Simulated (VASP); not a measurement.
# Relaxed cell of BAs: a test of cutoff and mesh, part 2 of 2

How far does the relaxed cell of BAs depend on cutoff and k mesh? The starting structure is a measured crystal structure from the Crystallography Open Database. The first relaxation on each setting starts from this cell expanded by 3 % in volume.

VASP 6.6.1.

Results so far: reference 13.64 Å³ an atom; a cutoff of 320 eV 13.60 Å³ an atom; a 4×4×4 mesh 13.69 Å³ an atom.

## Step 5: Relaxation with a cutoff of 600 eV

Level of this step: PBEsol; plane waves and PAW (As, B) (VASP).

Against step 2 the input has ENCUT = 600.

The input, INCAR:

```
SYSTEM = BAs
PREC = Accurate
ENCUT = 600
EDIFF = 1E-06
NELM = 100
ISMEAR = 0
SIGMA = 0.03
LREAL = .FALSE.
ALGO = Normal
GGA = PS
NBANDS = 10
LORBIT = 11
LWAVE = .FALSE.
LCHARG = .FALSE.
KPAR = 4
IBRION = 2
NSW = 50
ISIF = 3
EDIFFG = -0.004
```

The input, POSCAR:

```
BAs
1.0
    0.0000000000      2.4121500529      2.4121500529
    2.4121500529      0.0000000000      2.4121500529
    2.4121500529      2.4121500529      0.0000000000
As B
1 1
Direct
    0.7500000000      0.7500000000      0.7500000000
    0.0000000000      0.0000000000      0.0000000000
```

The input, KPOINTS:

```
Automatic mesh
0
Gamma
8 8 8
0 0 0
```

PAW data sets: As and B (PBE family, release 64).

On the command line:

```console
mpirun -np 4 vasp_std
```

The log of the run:

```text
[... set-up lines as in an earlier step ...]
 entering main loop
       N       E                     dE             d eps       ncg     rms          rms(c)
DAV:   1     0.146246644829E+02    0.14625E+02   -0.41845E+03   580   0.800E+02
DAV:   2    -0.120030835862E+02   -0.26628E+02   -0.25585E+02   836   0.115E+02
DAV:   3    -0.127450899958E+02   -0.74201E+00   -0.74095E+00   680   0.191E+01
DAV:   4    -0.127472410383E+02   -0.21510E-02   -0.21509E-02   684   0.115E+00
[...]
DAV:  10    -0.121898734408E+02   -0.60413E-04   -0.97778E-05   632   0.618E-02    0.107E-02
DAV:  11    -0.121898758294E+02   -0.23887E-05   -0.18986E-06   728   0.109E-02    0.911E-03
DAV:  12    -0.121898757359E+02    0.93548E-07   -0.11523E-06   456   0.577E-03
   1 F= -.12189876E+02 E0= -.12189876E+02  d E =-.121899E+02
[...]
N       E                     dE             d eps       ncg     rms          rms(c)
DAV:   1    -0.122179500690E+02   -0.28074E-01   -0.68061E-01   628   0.530E+00    0.817E-01
[...]
DAV:   4    -0.121948327063E+02    0.31800E-03   -0.53352E-04   664   0.136E-01    0.847E-02
DAV:   5    -0.121948068647E+02    0.25842E-04   -0.50380E-05   666   0.415E-02    0.397E-02
DAV:   6    -0.121948062070E+02    0.65772E-06   -0.29684E-06   608   0.101E-02
   2 F= -.12194806E+02 E0= -.12194806E+02  d E =-.493047E-02
 trial-energy change:   -0.004930  1 .order   -0.004352   -0.032854    0.024151
 step:   0.5911(harm=  0.5763)  dis= 0.00000  next Energy=   -12.199705 (dE=-0.983E-02)
[...]
N       E                     dE             d eps       ncg     rms          rms(c)
DAV:   1    -0.122036573342E+02   -0.88505E-02   -0.11204E-01   630   0.211E+00    0.330E-01
DAV:   2    -0.122007432842E+02    0.29140E-02   -0.49105E-03   614   0.374E-01    0.166E-01
DAV:   3    -0.121998176271E+02    0.92566E-03   -0.18717E-03   612   0.204E-01    0.500E-02
DAV:   4    -0.121997552257E+02    0.62401E-04   -0.97295E-05   662   0.575E-02    0.312E-02
DAV:   5    -0.121997503835E+02    0.48423E-05   -0.74206E-06   686   0.159E-02    0.152E-02
DAV:   6    -0.121997502284E+02    0.15507E-06   -0.45161E-07   334   0.395E-03
   3 F= -.12199750E+02 E0= -.12199750E+02  d E =-.987449E-02
[...]
reached required accuracy - stopping structural energy minimisation
```

Run time: 9 s. Hardware: 4 MPI ranks of AMD EPYC 7R43, shared host; peak memory 0.54 GiB; 33 s of CPU time.

OUTCAR, selected parts (step 5):

```text
  Total       -0.0003432     -0.0003432     -0.0003432      0.0000000     -0.0000000      0.0000000
  in kB       -0.0201671     -0.0201671     -0.0201671      0.0000000     -0.0000000      0.0000000
  external PRESSURE =      -0.0201671 kB  Pullay stress =       0.0000000 kB

 POSITION                                       TOTAL-FORCE (eV/Angst)
 -----------------------------------------------------------------------------------
      3.58347      3.58347      3.58347         0.000000     -0.000000     -0.000000
      0.00000      0.00000      0.00000        -0.000000      0.000000      0.000000
 -----------------------------------------------------------------------------------
    total drift:                                0.000000      0.000000      0.000000

  FREE ENERGIE OF THE ION-ELECTRON SYSTEM (eV)
  ---------------------------------------------------
  free  energy   TOTEN  =       -12.1997502284 eV

  energy  without entropy=      -12.1997502284  energy(sigma->0) =      -12.19975023

[... 2 parts as in an earlier step ...]

[... 2 further parts left out ...]
[key lines of the parts left out:]
E-fermi :   6.2009
```

With a cutoff of 600 eV the cell ends at 13.634 Å³ an atom, -0.01 % from the reference; the bulk modulus is 141.0 GPa against 140.9 GPa.

## Step 6: Relaxation with a 10×10×10 mesh

Against step 2 the input has a 10×10×10 mesh.

Changes to INCAR since step 5:

```diff
@@ -2,3 +2,3 @@
 PREC = Accurate
-ENCUT = 600
+ENCUT = 450
 EDIFF = 1E-06
```

POSCAR is that of step 5.

The input, KPOINTS:

```
Automatic mesh
0
Gamma
10 10 10
0 0 0
```

On the command line:

```console
mpirun -np 4 vasp_std
```

The log of the run:

```text
[... set-up lines as in an earlier step ...]
 entering main loop
       N       E                     dE             d eps       ncg     rms          rms(c)
DAV:   1     0.105974415736E+02    0.10597E+02   -0.34305E+03   940   0.629E+02
DAV:   2    -0.120715061487E+02   -0.22669E+02   -0.21355E+02  1314   0.101E+02
DAV:   3    -0.127448999580E+02   -0.67339E+00   -0.67193E+00  1120   0.171E+01
DAV:   4    -0.127468791178E+02   -0.19792E-02   -0.19790E-02  1144   0.103E+00
[...]
DAV:  10    -0.121906804328E+02   -0.59999E-04   -0.96810E-05  1038   0.605E-02    0.107E-02
DAV:  11    -0.121906829122E+02   -0.24794E-05   -0.19552E-06  1148   0.108E-02    0.923E-03
DAV:  12    -0.121906827791E+02    0.13309E-06   -0.11638E-06   714   0.570E-03
   1 F= -.12190683E+02 E0= -.12190683E+02  d E =-.121907E+02
[...]
N       E                     dE             d eps       ncg     rms          rms(c)
DAV:   1    -0.122184601104E+02   -0.27777E-01   -0.67187E-01  1022   0.522E+00    0.812E-01
[...]
DAV:   4    -0.121956154967E+02    0.31180E-03   -0.52425E-04  1060   0.132E-01    0.841E-02
DAV:   5    -0.121955897172E+02    0.25779E-04   -0.50262E-05  1112   0.410E-02    0.396E-02
DAV:   6    -0.121955890331E+02    0.68415E-06   -0.30072E-06   994   0.999E-03
   2 F= -.12195589E+02 E0= -.12195589E+02  d E =-.490625E-02
 trial-energy change:   -0.004906  1 .order   -0.004339   -0.032481    0.023803
 step:   0.5917(harm=  0.5771)  dis= 0.00000  next Energy=   -12.200410 (dE=-0.973E-02)
[...]
N       E                     dE             d eps       ncg     rms          rms(c)
DAV:   1    -0.122043042186E+02   -0.87145E-02   -0.11024E-01  1018   0.208E+00    0.328E-01
DAV:   2    -0.122014331509E+02    0.28711E-02   -0.48241E-03   992   0.368E-01    0.165E-01
DAV:   3    -0.122005207417E+02    0.91241E-03   -0.18469E-03  1008   0.202E-01    0.499E-02
DAV:   4    -0.122004595523E+02    0.61189E-04   -0.95244E-05  1074   0.558E-02    0.311E-02
DAV:   5    -0.122004547659E+02    0.47864E-05   -0.72570E-06  1098   0.156E-02    0.150E-02
DAV:   6    -0.122004546179E+02    0.14802E-06   -0.44117E-07   558   0.387E-03
   3 F= -.12200455E+02 E0= -.12200455E+02  d E =-.977184E-02
[...]
reached required accuracy - stopping structural energy minimisation
```

Run time: 7.6 s. Hardware: 4 MPI ranks; peak memory 0.44 GiB; 28 s of CPU time.

Parts of OUTCAR (step 6):

```text
  Total       -0.0003753     -0.0003753     -0.0003753     -0.0000000      0.0000000      0.0000000
  in kB       -0.0220497     -0.0220497     -0.0220497     -0.0000000      0.0000000      0.0000000
  external PRESSURE =      -0.0220497 kB  Pullay stress =       0.0000000 kB

 POSITION                                       TOTAL-FORCE (eV/Angst)
 -----------------------------------------------------------------------------------
      3.58363      3.58363      3.58363        -0.000000     -0.000000     -0.000000
      0.00000      0.00000      0.00000         0.000000      0.000000      0.000000
 -----------------------------------------------------------------------------------
    total drift:                               -0.000000     -0.000000     -0.000000

  FREE ENERGIE OF THE ION-ELECTRON SYSTEM (eV)
  ---------------------------------------------------
  free  energy   TOTEN  =       -12.2004546179 eV

  energy  without entropy=      -12.2004546179  energy(sigma->0) =      -12.20045462

[... 1 part as in an earlier step ...]

[... 3 further parts left out ...]
[key lines of the parts left out:]
E-fermi :   6.1874
```

With a 10×10×10 mesh the cell ends at 13.636 Å³ an atom, +0.00 % from the reference; the bulk modulus is 140.8 GPa against 140.9 GPa.

## Step 7: The runs compared

```
               run  volume (Å³/atom)  change (%)  bulk modulus (GPa)  pressure left (GPa)  core minutes
         reference            13.636           -               140.9                  0.0           0.4
a cutoff of 320 eV            13.596        -0.3               141.7                 0.01          0.52
      a 4×4×4 mesh            13.694        0.43               140.4                  0.0         0.253
a cutoff of 600 eV            13.634       -0.01               141.0                  0.0           0.6
   a 10×10×10 mesh            13.636         0.0               140.8                  0.0         0.507
```

Core minutes are wall time times ranks, summed over the relaxations behind a row (those for a bulk modulus apart), on shared hosts.

## Step 8: Results

```yaml
volume_of_the_reference: 13.64 Å³/atom
volume_against_the_reference_a_cutoff_of_320_ev: -0.30 %
volume_against_the_reference_a_4x4x4_mesh: +0.43 %
volume_against_the_reference_a_cutoff_of_600_ev: -0.01 %
volume_against_the_reference_a_10x10x10_mesh: +0.00 %
```

**Reading.** The volume moves most with a 4×4×4 mesh: +0.43 % against the reference (450 eV, 8×8×8 mesh). On finer settings it changes by -0.01 % with a cutoff of 600 eV and +0.00 % with a 10×10×10 mesh. A cell that shrinks at the lower cutoff is the usual mark of Pulay stress, the error that a plane-wave basis makes when it is kept while the volume changes. The bulk modulus stays within 2 %. Further runs on this material are not shown.

[Lines on the potential files, build, host, timing and source positions are cut from VASP's logs without a mark.]

[Logs are printed without paths, hosts, clocks, repeated set-up lines and the standing remarks that a program may print on its own settings, such as how far it seeks lower states.]

[Hosts, paths, dates, database ids (printed as entryN), source tags and the programs' standing remarks are cut or masked in the printed files.]
